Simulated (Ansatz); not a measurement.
CuI (Marshite):

```
I Cu
1.0
     0.00000    3.03150    3.03150
     3.03150    0.00000    3.03150
     3.03150    3.03150    0.00000
I Cu
1 1
Direct
  0.00000 0.00000 0.00000
  0.75000 0.75000 0.75000
```

Base run:

- Program: Ansatz 0.2.0
- Functional: PBE
- Potentials or basis: all-electron LAPW, scalar-relativistic
- Cutoff: 283 eV (chosen from the basis error)
- Basis error allowed: 0.001 eV/atom
- k mesh: 8 × 8 × 8
- Occupations: gaussian, width 0.012 eV
- Spin: no spin polarisation

Its results: band gap on the k mesh 1.12 eV, direct; pressure 0.3 GPa.

Q: The run is repeated on the same cell with these changes: functional from PBE to BLYP; occupations from gaussian, width 0.012 eV to fermi-dirac, width 0.05 eV. What comes out?

A: Band gap on the k mesh 1.16 eV, direct; pressure 3.5 GPa.

Caveats: spin-orbit coupling is left out, which moves the levels of the heavy elements.
